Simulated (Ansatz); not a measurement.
Calculation for CoSi (zincblende type): DFT, PBEsol, PAW with Ansatz's default frozen-core files, scalar-relativistic (Ansatz 0.2.0). This run: zincblende relaxed under pressure.

The start is a guessed cell of a prototype that needn't be stable.

Command: `ansatz run input.yaml --threads 2 --pin off --max-ram 7168MiB --backend cpu --events-out ev --progress --plain --runs-dir out` It took 36 s on 2 threads of Arm Neoverse V1, with other jobs on the host, peak memory 0.39 GiB.

```yaml
crystal:
  lattice:
    - [0.0, 1.9808617611, 1.9808617611]
    - [1.9808617611, 0.0, 1.9808617611]
    - [1.9808617611, 1.9808617611, 0.0]
  atoms:
    - { symbol: Co, position: [0.0, 0.0, 0.0], spin: 1.7 }
    - { symbol: Si, position: [0.25, 0.25, 0.25] }
magnetization:
  spin_polarized: true
kpoints:
  mp_grid: { grid: [15, 15, 15] }
scf:
  occupations: { method: fermi_dirac, width: 0.08 }
hamiltonian:
  xc: pbesol
  pseudopotentials: { kind: paw }
output:
  forces: true
  stress: true
  eigenvalues: true
  write_density: true
  write_potential: true
  elf: true
  volumetric_format: npy
relax:
  f_tol: 0.005
  max_steps: 40
  cell: { p_target: 270.0, stress_tol: 0.135 }
```

Output:

```
Engine: ansatz 0.2.0
Pseudopotentials: kind: paw
Pseudopotential: Co, paw, valence charge 17, recommended cutoff 420 eV (normal), Co.paw.azcp
Pseudopotential: Si, paw, valence charge 4, recommended cutoff 420 eV (normal), Si.paw.azcp
Functional definition: PBEsol
  exchange = pbesol_x
  correlation = pbesol_c
Crystal: 2 atoms, lattice volume = 15.545 Å³
Basis set: ecut = 420 eV, 307 PW (Γ), exchange–correlation on 40×40×40 points (8 copies of the dense FFT grid, shifted against one another)
Bands: 16, of which v1, the nominal top of the filled ones, is band 11 counted from 1 (10 counted from 0)
Symmetry: 24 space group operations
Space group: F-43m (ITA 216), of the structure as read, at distance tolerance 2.5e-5 Å
Magnetic group: BNS 216.74 (UNI 1576), of the structure as read, at distance tolerance 2.5e-5 Å
k-points: 120 of 3375 (time reversal used)
Non-local potential: Co, projectors of the file, l = 0: 3, l = 1: 2, l = 2: 3, l = 3: 1
Non-local potential: Si, projectors of the file, l = 0: 2, l = 1: 2, l = 2: 2
PAW form: soft (Blöchl's): semilocal exchange-correlation on the pseudo side does not see the compensation charge
PAW frozen core: Co, regenerated for the run's functional, and the local potential with it (the file was generated under x = pbe(κ = 0.804, μ = 0.2195149727645171), c = pbe(β = 0.06672455060314922))
PAW frozen core: Si, regenerated for the run's functional, and the local potential with it (the file was generated under x = pbe(κ = 0.804, μ = 0.2195149727645171), c = pbe(β = 0.06672455060314922))
PAW one-centre angular grid: Co, 590 points (default); XC on 64 Gauss nodes
PAW one-centre angular grid: Si, 110 points (default); XC on 64 Gauss nodes
Initial density: superposition of atomic densities (chi_scale 0.1, normalization cell)
Starting moments: Σ|m| = 1.7 μB on 1 of 2 sites
Initial wavefunctions: pseudopotential atomic-orbital guess
Functional: x = pbesol(κ = 0.804, μ = 0.12345679012345678), c = pbesol(β = 0.046)
SCF iter   1: F=—  HF=-5694.774320 eV  |F-HF|=—  |Δ(HF+E_count)|=         —  Δρ=1.54e-1 (↑1.54e-1 ↓5.69e-2)  dr2=2.36e0  dr2_m=9.80e-1  M=0.818 μB ∫|m|=0.960 μB  β_m=0.30  ethr=3.10e-3  ⟨swp⟩=6.0  Hψ=20787  notcnv=0
Mixer restart at iter 1: flushing history
preconditioner: auto → none  [metal: Δε(μ)=0.008 eV  Ē_g=13.788 eV  σ=0.080 eV  W_gap=0.02  n_scr=8 (ndim 8)  ℏωp=34.0 eV  f_vac=0.000  D(μ)=1.42/eV (n_scr^D=14)  sad-step TF]
SCF iter   2: F=—  HF=-5695.236417 eV  |F-HF|=—  |Δ(HF+E_count)|=   4.62e-1  Δρ=1.34e-1 (↑5.80e-2 ↓1.34e-1)  dr2=8.78e-1  dr2_m=1.14e0  M=0.546 μB ∫|m|=0.700 μB  β_m=0.39  ethr=3.10e-3  ⟨swp⟩=2.9  Hψ=9227  notcnv=0  defer=174
SCF iter   3: F=—  HF=-5699.256325 eV  |F-HF|=—  |Δ(HF+E_count)|=    4.02e0  Δρ=1.03e-1 (↑6.92e-2 ↓1.03e-1)  dr2=2.32e-1  dr2_m=1.02e0  M=0.327 μB ∫|m|=0.484 μB  β_m=0.14  ethr=3.10e-3  ⟨swp⟩=2.2  Hψ=6903  notcnv=0  defer=177
SCF iter   4: F=—  HF=-5700.037848 eV  |F-HF|=—  |Δ(HF+E_count)|=         —  Δρ=1.68e-1 (↑1.68e-1 ↓5.95e-2)  dr2=1.39e0  dr2_m=1.72e0  M=0.062 μB ∫|m|=0.078 μB  β_m=1.00  ethr=1.11e-3  ⟨swp⟩=2.2  Hψ=6820  notcnv=0  defer=189
Mixer restart at iter 4: flushing history
SCF iter   5: F=—  HF=-5711.591451 eV  |F-HF|=—  |Δ(HF+E_count)|=    1.16e1  Δρ=3.60e-1 (↑3.41e-1 ↓3.60e-1)  dr2=4.44e1  dr2_m=1.34e-2  M=0.002 μB ∫|m|=0.007 μB  β_m=0.70  ethr=2.38e-4  ⟨swp⟩=4.8  Hψ=13823  notcnv=0  defer=183
SCF iter   6: F=—  HF=-5755.509902 eV  |F-HF|=—  |Δ(HF+E_count)|=    4.39e1  Δρ=7.28e-1 (↑7.28e-1 ↓7.22e-1)  dr2=1.84e2  dr2_m=1.56e-3  M=0.002 μB ∫|m|=0.004 μB  β_m=0.46  ethr=2.38e-4  ⟨swp⟩=6.8  Hψ=18932  notcnv=0  defer=274  recentre
SCF iter   7: F=—  HF=-5703.895653 eV  |F-HF|=—  |Δ(HF+E_count)|=    5.16e1  Δρ=2.71e-2 (↑2.71e-2 ↓1.98e-2)  dr2=1.06e-1  dr2_m=2.53e-3  M=0.002 μB ∫|m|=0.005 μB  β_m=0.73  ethr=2.38e-4  ⟨swp⟩=4.8  Hψ=16729  notcnv=0  defer=213
SCF iter   8: F=—  HF=-5703.872386 eV  |F-HF|=—  |Δ(HF+E_count)|=   2.33e-2  Δρ=1.09e-2 (↑8.21e-3 ↓1.09e-2)  dr2=5.37e-2  dr2_m=5.72e-4  M=0.001 μB ∫|m|=0.003 μB  β_m=0.87  ethr=2.38e-4  ⟨swp⟩=2.3  Hψ=9461  notcnv=0  defer=193
SCF iter   9: F=—  HF=-5703.907400 eV  |F-HF|=—  |Δ(HF+E_count)|=   3.50e-2  Δρ=8.37e-3 (↑8.29e-3 ↓8.37e-3)  dr2=2.00e-2  dr2_m=3.81e-7  M=-0.000 μB ∫|m|=0.000 μB  β_m=0.93  ethr=2.38e-4  ⟨swp⟩=2.4  Hψ=8075  notcnv=0  defer=189
SCF iter  10: F=—  HF=-5703.896918 eV  |F-HF|=—  |Δ(HF+E_count)|=   1.05e-2  Δρ=2.77e-3 (↑2.67e-3 ↓2.77e-3)  dr2=1.87e-3  dr2_m=4.34e-7  M=-0.000 μB ∫|m|=0.000 μB  β_m=0.97  ethr=9.54e-5  ⟨swp⟩=2.4  Hψ=5934  notcnv=0  defer=189
SCF iter  11: F=—  HF=-5703.895381 eV  |F-HF|=—  |Δ(HF+E_count)|=   1.54e-3  Δρ=2.17e-4 (↑1.83e-4 ↓2.17e-4)  dr2=1.34e-5  dr2_m=4.87e-8  M=0.000 μB ∫|m|=0.000 μB  β_m=0.92  ethr=8.88e-6  ⟨swp⟩=3.0  Hψ=6397  notcnv=0  defer=189
SCF iter  12: F=—  HF=-5703.895403 eV  |F-HF|=—  |Δ(HF+E_count)|=   2.21e-5  Δρ=8.04e-5 (↑7.25e-5 ↓8.04e-5)  dr2=2.33e-6  dr2_m=2.35e-9  M=0.000 μB ∫|m|=0.000 μB  β_m=0.96  ethr=6.36e-8  ⟨swp⟩=2.5  Hψ=5934  notcnv=0  defer=189
SCF iter  13: F=—  HF=-5703.895403 eV  |F-HF|=—  |Δ(HF+E_count)|=   4.20e-8  Δρ=7.56e-6 (↑7.56e-6 ↓6.95e-6)  dr2=2.01e-8  dr2_m=1.96e-11  M=0.000 μB ∫|m|=0.000 μB  β_m=0.90  ethr=1.11e-8  ⟨swp⟩=2.1  Hψ=5039  notcnv=0  defer=189
SCF iter  14: F=-5703.895403 eV  HF=-5703.895403 eV  |F-HF|=3.30e-10  |Δ(HF+E_count)|=   2.90e-9  Δρ=1.02e-6 (↑7.74e-7 ↓1.02e-6)  dr2=4.51e-10  dr2_m=3.32e-12  M=0.000 μB ∫|m|=0.000 μB  ethr=9.56e-11  ⟨swp⟩=9.5  Hψ=22974  notcnv=0
WARN: the starting moments were not kept: the SCF closed with an absolute magnetisation of 1.1e-6 μB, where they sum to 1.7 μB in size (1 site). That is at most 0.1 of that sum. Measured as dr2_m measures the in/out step, that magnetisation stands 9.2e-13 eV from none, at or under the dr2_threshold of 1.0e-7 eV: it is no larger than a step whose dr2_m would equal this threshold. The system may hold no moment; this SCF shows only that its start led to no more than that. To try another start: raise the starting moments (crystal.atoms[].spin, magnetization.per_species, magnetization.initial_magnetization, or on a non-collinear deck that types none of these the spinor_matrix: blocks that start its atoms; where the total moment is fixed, keep their sum and leave initial_magnetization as it is; typed ones take the place of any that the run laid by itself, positive ones on a crystal's lanthanoids without a Hubbard term where scf.initial_density.shell_occupations: [] is typed) or, if the notice of its spin-set hold's release reads "site moments contracting" or "site moments show no strong build", lengthen the hold (scf.mixing.spin_hold: { on: { confirm: 4 } }; for m-r²SCAN on two components see the key's manual first). Each may lead to a state that holds a moment. A second SCF, from the converged charge density, with the starting moments and any scf.initial_density.shell_occupations laid on it anew, would have followed, and was not run: the deck does not ask for one (magnetization.retry_lost_moments is false, the default). To let it run, set magnetization.retry_lost_moments: true and run the deck again, where that key's refused combinations let it; where memory then withholds it, that run's warning says so.
SCF 1 converged in 14 iterations: F = -5703.895403 eV  dr2 = 4.51e-10
  greatest PAW one-centre occupation: 1.007 electrons in one spin orbital (limit 2), on the Co atom at site 0 (counted from 0), in its partial waves of l = 1
relax step   1: F+E_penalty+E_count = -5703.89540272 eV  Δ(F+E_penalty+E_count) = +0.000e0 eV  max|allowed force component| = 5.181e-16 eV/Å  Δτ_max = 0.0000 Å  P = +349.336 GPa  Ω = 15.545 Å³  (14 SCF iters, dr2 threshold 1.00e-7 eV, accepted)
Crystal: 2 atoms, lattice volume = 16.873 Å³
Basis set: ecut = 420 eV, 331 PW (Γ), exchange–correlation on 40×40×40 points (8 copies of the dense FFT grid, shifted against one another)
Initial density: handed on by an earlier stage of this run
Starting moments: Σ|m| = 1.7 μB on 1 of 2 sites; this step starts from the density that it was given
[... lines left out ...]
SCF converged after 6 iterations
Magnetization: 0.0000 μB (10.5000 up, 10.5000 down)
Absolute magnetization: 0.0000 μB (∫|ρ↑−ρ↓|, with the PAW one-centre terms)
Spin contamination: 0.0000 ħ² per cell (⟨S²⟩ above its minimum at these occupations)
Per-site moments (μB) at R_I (Å): [(-5.0695682466618255e-9, 0.7258141184251159), (2.8006737468338806e-9, 0.7258141184251159)]
Free energy (F): -5706.256815 eV
Harris-Foulkes:  -5706.256815 eV  (|F-HF|=5.46e-12)
Internal energy: -5706.246764 eV  (E = F + TS)
E sigma→0 (E₀):  -5706.251790 eV
Entropy (-TS):   -0.010051 eV (-5.025 meV/atom)
Fermi energy:    21.796085 eV
--- Per-component energies (eV) ---
  E_band       = -152.888246
  E_kinetic    = 541.888305
  E_local      = -3318.955353  (includes V_loc(G=0)·N_el)
  E_nonlocal   = 519.885216
  E_hartree    = 1458.361703
  E_xc         = -225.274996
  E_vxc        = -267.759905  (∫ρ·V_xc dr)
  E_paw        = -2011.439785  (= ΣΔE_a)
  E_vpaw       = -544.669804  (= ΣTr[D̂ρ^β])
  E_aug_tail   = 0.000033  (compensation charges beyond the density's cutoff)
  E_ewald      = -2670.931867
  E_core_change = 0.219980  (= ΣΔE_core)
  E_smearing   = -0.010051  (= −TS)
  E_closure    = -0.000000  (closes the sum)
  Σ components = -5706.256815   (vs F -5706.256815, Δ=0.00e0)
--- Forces (eV/Å), atoms counted from 1 ---
  atom   1  Co    -0.00000000     0.00000000     0.00000000
  atom   2  Si     0.00000000    -0.00000000    -0.00000000
  max |Σ_I F_I| component: 8.33e-17 eV/Å
--- Stress (GPa, compression-positive) ---
      270.001389       0.000000       0.000000
        0.000000     270.001389       0.000000
        0.000000       0.000000     270.001389
  P = ⅓ Tr σ = 270.0014 GPa (2700.014 kbar)
--- Band table (eV; the first three rows and the last of 240) ---
  k-point 0 ↑: bands = ["-73.4654", "-37.1522", "-37.1522", "-37.1522", "6.9507", "16.5541", "16.5541", "16.5541", "18.4155", "18.4155", "31.4425", "31.4425", "31.4425", "35.1527", "35.1527", "35.1527"]
  k-point 1 ↑: bands = ["-73.4656", "-37.1558", "-37.1526", "-37.1526", "7.0763", "16.5045", "16.5925", "16.5925", "18.3921", "18.3921", "30.4449", "31.3856", "31.3856", "35.2636", "35.2636", "35.3065"]
  k-point 2 ↑: bands = ["-73.4661", "-37.1660", "-37.1536", "-37.1536", "7.4492", "16.3588", "16.6906", "16.6906", "18.3451", "18.3451", "28.4568", "31.2139", "31.2139", "35.1080", "35.4457", "35.4457"]
  k-point 119 ↓: bands = ["-73.4713", "-37.2098", "-37.2013", "-37.1754", "13.9724", "14.2944", "16.2305", "17.5470", "18.9332", "20.0674", "21.0962", "22.1481", "23.9238", "34.3536", "35.8310", "37.0549"]
--- Relaxed structure (5 steps of the walk, 5 accepted, 2 SCFs on fresh bases) ---
  F+E_penalty+E_count = -5706.25681521 eV   max|allowed force component| = 3.192e-16 eV/Å   (the final SCF, on the basis selected at the relaxed cell)
  cell:  # Å, volume = 16.7742 Å³
    - [2.751083701277816e-33, 2.031752614081802, 2.031752614081802]
    - [2.031752614081802, -9.936067611354746e-34, 2.031752614081802]
    - [2.031752614081802, 2.031752614081802, 7.893751440698908e-34]
  atoms:
    - { symbol: Co, position: [9.56064248990859e-34, -1.3125627825128742e-33, -1.458403091680973e-34] }
    - { symbol: Si, position: [0.25, 0.25, 0.25] }
```

Next run (wurtzite relaxed under pressure), as changes to the input before:

```diff
   lattice:
-    - [0.0, 1.9808617611, 1.9808617611]
-    - [1.9808617611, 0.0, 1.9808617611]
-    - [1.9808617611, 1.9808617611, 0.0]
+    - [2.8030752286, 0.0, 0.0]
+    - [-1.4015376143, 2.4275343567, 0.0]
+    - [0.0, 0.0, 4.5690126226]
   atoms:
-    - { symbol: Co, position: [0.0, 0.0, 0.0], spin: 1.7 }
-    - { symbol: Si, position: [0.25, 0.25, 0.25] }
+    - { symbol: Co, position: [0.3333333333, 0.6666666667, 0.0], spin: 1.7 }
+    - { symbol: Co, position: [0.6666666667, 0.3333333333, 0.5], spin: 1.7 }
+    - { symbol: Si, position: [0.3333333333, 0.6666666667, 0.376] }
+    - { symbol: Si, position: [0.6666666667, 0.3333333333, 0.876] }
 magnetization:
 kpoints:
-  mp_grid: { grid: [15, 15, 15] }
+  mp_grid: { grid: [11, 11, 6] }
 scf:
   eigenvalues: true
-  write_density: true
-  write_potential: true
-  elf: true
-  volumetric_format: npy
 relax:
```

Command: `ansatz run input.yaml --threads 2 --pin off --max-ram 7168MiB --backend cpu --events-out ev --progress --plain --runs-dir out` It took 2.3 min on 2 threads of Arm Neoverse V1, with other jobs on the host, peak memory 0.43 GiB.

Results part of the output:

```
basis re-selected at this cell: Δ(F+E_penalty+E_count) = -1.084e-4 eV, ΔP = -0.002 GPa vs the last step (what re-selecting the basis moved, of the pressure what is left beyond the Pulay correction that the steps carried, after the strain that the cell walked since its last selection, with what the two solves' SCF thresholds leave and, on support functions, any second-order correction that the steps lacked; it is no measure of the basis error at this ecutwfc). This SCF's stress stands 4.15e-3 GPa from its target on what of the cell is left free (relax.cell.stress_tol is 1.35e-1 GPa) and its largest allowed force component is 5.14e-6 eV/Å (relax.f_tol is 5.00e-3 eV/Å): within both
SCF converged after 7 iterations
Magnetization: -0.0000 μB (21.0000 up, 21.0000 down)
Absolute magnetization: 0.0000 μB (∫|ρ↑−ρ↓|, with the PAW one-centre terms)
Spin contamination: 0.0000 ħ² per cell (⟨S²⟩ above its minimum at these occupations)
Per-site moments (μB) at R_I (Å): [(-2.012978998969424e-10, 0.7495825725064892), (-2.0129746059815751e-10, 0.7495825725064892), (1.5678997404574006e-11, 0.7495825725064892), (1.5678879483958283e-11, 0.7495825725064892)]
Free energy (F): -11415.688431 eV
Harris-Foulkes:  -11415.688431 eV  (|F-HF|=1.46e-11)
Internal energy: -11415.648771 eV  (E = F + TS)
E sigma→0 (E₀):  -11415.668601 eV
Entropy (-TS):   -0.039660 eV (-9.915 meV/atom)
Fermi energy:    23.229901 eV
--- Per-component energies (eV) ---
  E_band       = -267.999486
  E_kinetic    = 1081.912867
  E_local      = -6583.772475  (includes V_loc(G=0)·N_el)
  E_nonlocal   = 1029.332711
  E_hartree    = 2907.395330
  E_xc         = -452.085820
[... lines left out ...]
        0.000000     270.000828       0.000000
        0.000000       0.000000     269.995846
  P = ⅓ Tr σ = 269.9992 GPa (2699.992 kbar)
--- Band table (eV; the first three rows and the last of 128) ---
  k-point 0 ↑: bands = ["-72.4774", "-72.4607", "-36.3917", "-36.1903", "-36.1189", "-36.1189", "-36.0438", "-36.0438", "7.3325", "13.8567", "16.6315", "17.4155", "17.4155", "17.5064", "17.5064", "17.8698", "17.8698", "18.6798", "20.7336", "20.7336", "24.7558", "27.3445", "27.3445", "30.4317", "30.4317", "32.2258", "32.8526", "34.2497"]
  k-point 1 ↑: bands = ["-72.4745", "-72.4601", "-36.3822", "-36.2078", "-36.1140", "-36.1140", "-36.0490", "-36.0490", "7.6510", "13.3262", "16.3976", "16.9775", "16.9775", "17.3075", "17.3075", "18.5010", "18.5614", "18.5614", "20.8634", "20.8634", "26.1769", "27.4557", "27.4557", "30.3119", "30.3119", "31.7198", "33.6269", "33.8951"]
  k-point 2 ↑: bands = ["-72.4682", "-72.4599", "-36.3533", "-36.2527", "-36.1005", "-36.1005", "-36.0630", "-36.0630", "8.5790", "11.7877", "16.5909", "16.6723", "16.6723", "16.9313", "16.9313", "17.9859", "19.5528", "19.5528", "20.9031", "20.9031", "27.9068", "27.9068", "29.3594", "29.7929", "29.7929", "31.5263", "33.0158", "33.0158"]
  k-point 63 ↓: bands = ["-72.4615", "-72.4615", "-36.3331", "-36.3331", "-36.0902", "-36.0902", "-36.0716", "-36.0716", "14.0012", "14.0012", "14.5839", "14.5839", "15.7935", "15.7935", "18.3453", "18.3453", "18.8380", "18.8380", "21.2848", "21.2848", "22.8845", "22.8845", "23.3485", "23.3485", "33.6282", "33.6282", "35.3131", "35.3131"]
--- Relaxed structure (12 steps of the walk, 11 accepted, 2 SCFs on fresh bases) ---
  F+E_penalty+E_count = -11415.68843119 eV   max|allowed force component| = 5.144e-6 eV/Å   (the final SCF, on the basis selected at the relaxed cell)
  cell:  # Å, volume = 32.2356 Å³
    - [3.1474305455743488, -6.37185335913905e-18, 2.841019033841842e-18]
    - [-1.5737152727871744, 2.725754809114501, -1.4205095169209186e-18]
    - [4.630861025131053e-18, -7.243978811919831e-34, 3.757446928102098]
  atoms:
    - { symbol: Co, position: [0.3333333333333333, 0.6666666666666666, -0.061999985007767516] }
    - { symbol: Co, position: [0.6666666666666666, 0.3333333333333333, 0.4380000149922327] }
    - { symbol: Si, position: [0.3333333333333333, 0.6666666666666666, 0.4379999850077675] }
    - { symbol: Si, position: [0.6666666666666666, 0.3333333333333333, 0.9379999850077677] }
```

The start moments died away, and the runs ended non-magnetic. The PAW files were made under PBE.
